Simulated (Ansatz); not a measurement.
Energy landscape near a I structure

The calculation used DFT PBE, scalar-relativistic, plane waves, PAW (Ansatz 0.2.0).

Settings: cutoff 420 eV, Γ-centred mesh 18×18×18 on the computed 1-atom cell, Gaussian smearing of 0.10 eV; no spin polarisation.

Reference cell:

```
CELL_PARAMETERS angstrom
-1.61746 1.61746 4.26481
1.61746 -1.61746 4.26481
1.61746 1.61746 -4.26481
ATOMIC_POSITIONS crystal
I 0.00000 0.00000 0.00000
```

Each variant moves atoms of this cell by the vectors given, if any (Å), and then applies a symmetric strain (tensor components, Cartesian axes). The reference cell isn't relaxed at this level. Energies are per atom at zero smearing, counted from the lowest variant. Pressure is positive in compression.

1. strain (xx yy zz yz xz xy, %) 1.15 1.15 4.15 0.00 0.00 0.00
2. strain (xx yy zz yz xz xy, %) -0.73 -0.73 0.77 0.00 0.00 0.00
3. strain (xx yy zz yz xz xy, %) -0.36 -0.36 8.64 0.00 0.00 0.00
4. strain (xx yy zz yz xz xy, %) -0.42 -0.42 5.58 0.00 0.00 0.00

| variant | ΔE (meV/atom) | P (GPa) | space group |
| --- | --- | --- | --- |
| 1 | 2.7 | -0.61 | I4/mmm |
| 2 | 2.5 | 0.61 | I4/mmm |
| 3 | 0.0 | 0.28 | I4/mmm |
| 4 | 0.2 | 0.35 | I4/mmm |

Each cell of I holds layers, and where no dispersion correction was added their binding is poorly described. Spin polarisation was left out, and a magnetic state may lie lower.

This form isn't the element's structure at ambient conditions.